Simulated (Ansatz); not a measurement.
BeO (wurtzite)

```yaml
crystal:
  lattice:
    - [2.69285, 0.00000, 0.00000]
    - [-1.34642, 2.33208, 0.00000]
    - [0.00000, 0.00000, 4.37286]
  atoms:
    - { symbol: Be, position: [0.66667, 0.33333, 0.00147] }
    - { symbol: Be, position: [0.33333, 0.66667, 0.50147] }
    - { symbol: O, position: [0.66667, 0.33333, 0.62373] }
    - { symbol: O, position: [0.33333, 0.66667, 0.12373] }
```

The volume is varied about the relaxed value V₀ at fixed cell shape. The atoms relax within the cell's symmetry.

Calculation: PBEsol (plane waves to 420 eV, PAW, scalar-relativistic; Ansatz, a quantum-chemistry and plane-wave program). k mesh 14×14×8 (Γ-centred), Fermi-Dirac smearing 0.05 eV. E stands for the smeared free energy. Compression counts positive. With the shape held, the modulus is that of even scaling; a crystal free to change shape is softer. BeO was relaxed with its symmetry unable to fall. ΔE is measured from the relaxed starting cell.

```json
[
 {"V (Å³/atom)": "6.453", "ΔE (meV/atom)": "18.5"},
 {"V (Å³/atom)": "6.556", "ΔE (meV/atom)": "withheld"},
 {"V (Å³/atom)": "6.659", "ΔE (meV/atom)": "4.4"},
 {"V (Å³/atom)": "6.762", "ΔE (meV/atom)": "1.0"},
 {"V (Å³/atom)": "6.865", "ΔE (meV/atom)": "0.0"},
 {"V (Å³/atom)": "6.968", "ΔE (meV/atom)": "1.0"},
 {"V (Å³/atom)": "7.071", "ΔE (meV/atom)": "4.0"},
 {"V (Å³/atom)": "7.174", "ΔE (meV/atom)": "8.8"},
 {"V (Å³/atom)": "7.277", "ΔE (meV/atom)": "15.3"}
]
```

### Question
Fit a third-order Birch-Murnaghan form (E₀, V₀, B₀, B₀′ free) to the given rows and predict ΔE at V = 6.556.

### Answer
Least squares on the 8 given rows: ΔE = E₀ + (9V₀B₀/16)·y²·[2 + (B₀′ − 4)y], y = (V₀/V)^(2/3) − 1, with V₀ = 6.865 Å³/atom, B₀ = 217.8 GPa (160.2 GPa = 1 eV/Å³; the term in eV is multiplied by 1000), B₀′ = 3.82, E₀ = -0.02 meV/atom; root-mean-square residual 0.03 meV/atom. At 6.556 the fit gives 10.2 meV/atom; the calculation gives 10.1 meV/atom, so the interpolation is off by 0.1 (+1.0 %). For the pressure the fit gives 11.0 GPa against the computed 10.9 GPa.

(Under strain, the slope of the energy per volume gives the stress and its curvature an elastic modulus.)
